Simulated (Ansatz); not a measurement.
Born–Oppenheimer molecular dynamics of a periodic cell of 24 atoms, SnO2 (start crystal SnO2, start structure P4_2/mnm, volume 1.15 times the crystal's). It starts from an unrelaxed structure (largest force component 0.23 eV/Å).

Method: Ansatz 0.2.0, DFT PBE-D3(BJ), scalar-relativistic, plane waves, PAW. Settings: accuracy low, PAW set soft_1, cutoff 420 eV, k mesh 3x3x3, fermi-dirac smearing 0.3 eV, no spin polarisation.

* ensemble: NVE (velocity Verlet)
* time step: 0.75 fs
* steps asked: 100
* starting velocities drawn for: 7000 K
* seed: 173912

First frame:

```xyz
24
Lattice="-4.9633 -4.9633 0.0000 4.9633 -4.9633 0.0000 0.0000 0.0000 6.6767" Properties=species:S:1:pos:R:3
Sn 0.000 -4.963 0.000
Sn 2.482 -2.482 1.669
O 1.517 -3.446 0.000
O 0.965 -0.965 1.669
O -1.517 -6.480 0.000
O 3.998 -3.998 1.669
Sn 0.000 -4.963 3.338
Sn 2.482 -2.482 5.008
O 1.517 -3.446 3.338
O 0.965 -0.965 5.008
O -1.517 -6.480 3.338
O 3.998 -3.998 5.008
Sn 0.000 0.000 0.000
Sn -2.482 -2.482 1.669
O -3.446 -3.446 0.000
O 0.965 -5.928 1.669
O -1.517 -1.517 0.000
O -0.965 -3.998 1.669
Sn 0.000 0.000 3.338
Sn -2.482 -2.482 5.008
O -3.446 -3.446 3.338
O 0.965 -5.928 5.008
O -1.517 -1.517 3.338
O -0.965 -3.998 5.008
```

**Question.** What does the run give?

**Answer.** All steps were run.

| Property | Result |
| --- | --- |
| steps done | 100 |
| time covered | 75 fs |
| mean temperature over the second half | 2805 K |
| spread of the potential energy over the second half | 58.1 meV per atom |
| mean potential energy of the second half above the start | 519.9 meV per atom |

The conserved energy stayed within 0.43 meV per atom of its start (net change 0.17 meV per atom), so the integration is sound. A run of 0.075 ps of so small a system gives no equilibrium averages. Limits of this set-up: coarse k mesh, low accuracy level.

**Question.** What happens to the structure?

**Answer.** Mean squared displacements from the first frame to the last, about the centre of mass: Sn 0.13 Å², O 0.31 Å². Another seed would give other details.

**Question.** How do temperature and energy run in time?

**Answer.** 
| time (fs) | T (K) | potential energy less start (eV) | conserved less start (meV/atom) |
| --- | --- | --- | --- |
| 0 | 7000 | 0.000 | 0.00 |
| 2.25 | 6882 | 0.350 | -0.02 |
| 4.5 | 6507 | 1.467 | -0.01 |
| 6.75 | 5895 | 3.287 | 0.04 |
| 9 | 5125 | 5.579 | 0.17 |
| 11.25 | 4348 | 7.893 | 0.33 |
| 13.5 | 3742 | 9.695 | 0.42 |
| 15.75 | 3403 | 10.702 | 0.37 |
| 18 | 3276 | 11.077 | 0.24 |
| 20.25 | 3226 | 11.223 | 0.15 |
| 22.5 | 3140 | 11.479 | 0.12 |
| 24.75 | 2969 | 11.986 | 0.13 |
| 27 | 2725 | 12.713 | 0.18 |
| 29.25 | 2456 | 13.514 | 0.24 |
| 31.5 | 2229 | 14.190 | 0.29 |
| 33.75 | 2092 | 14.598 | 0.29 |
| 36 | 2048 | 14.729 | 0.26 |
| 38.25 | 2065 | 14.678 | 0.23 |
| 40.5 | 2107 | 14.553 | 0.21 |
| 42.75 | 2157 | 14.404 | 0.22 |
| 45 | 2226 | 14.200 | 0.24 |
| 47.25 | 2339 | 13.863 | 0.26 |
| 49.5 | 2508 | 13.360 | 0.23 |
| 51.75 | 2709 | 12.762 | 0.19 |
| 54 | 2891 | 12.221 | 0.14 |
| 56.25 | 3010 | 11.866 | 0.14 |
| 58.5 | 3056 | 11.729 | 0.16 |
| 60.75 | 3056 | 11.730 | 0.20 |
| 63 | 3052 | 11.743 | 0.24 |
| 65.25 | 3079 | 11.662 | 0.25 |
| 67.5 | 3156 | 11.436 | 0.25 |
| 69.75 | 3277 | 11.073 | 0.23 |
| 72 | 3425 | 10.634 | 0.21 |
| 74.25 | 3567 | 10.211 | 0.18 |

Time of the run: 19 min on 4 threads of AMD EPYC 7R43 64-Core Processor (Zen 3), with other jobs on the host, peak memory 1.7 GiB.
